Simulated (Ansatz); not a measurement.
Here is an Ansatz 0.2.0 calculation.

The input input.yaml:

```yaml
crystal:
  lattice:
    - [0.0, 2.2239077028, 2.2239077028]
    - [2.2239077028, 0.0, 2.2239077028]
    - [2.2239077028, 2.2239077028, 0.0]
  atoms:
    - { symbol: Mn, position: [0.0, 0.0, 0.0], spin: 4.0 }
    - { symbol: O, position: [0.5, 0.5, 0.5] }
hamiltonian:
  xc: pbe
  pseudopotentials: { kind: paw }
magnetization:
  spin_polarized: true
kpoints:
  mp_grid: { grid: [10, 10, 10] }
scf:
  occupations: { method: gaussian, width: 0.011 }
output:
  forces: true
  stress: true
  eigenvalues: true
  write_density: true
  write_potential: true
  elf: true
  volumetric_format: npy
```

Potentials or basis: Ansatz PAW.

Launch:

```bash
$ ansatz run input.yaml --threads 2 --pin off --max-ram 5632MiB --backend cpu --events-out ev --progress --plain --runs-dir out
```

Q: What does it give for the site moments?

A: Mn +4.07; O +0.24 μB.

Q: What does it give for the pressure?

A: 0.2 GPa.

Q: What does it give for the net moment?

A: 4.80 μB per cell.

Q: Estimate the band gap on the k mesh.

A: None (metal or under the smearing width).

Caveat: the pressure holds a Pulay correction of +0.6 GPa for the finite cutoff; a cell with one magnetic atom can't hold antiferromagnetic order, which such compounds often take; semilocal functionals often make such compounds metallic where correlation or magnetic order opens a gap, which also shifts bond lengths. With open d or f shells a metallic result of PBE can be an artefact of self-interaction; +U or a hybrid may open a gap.
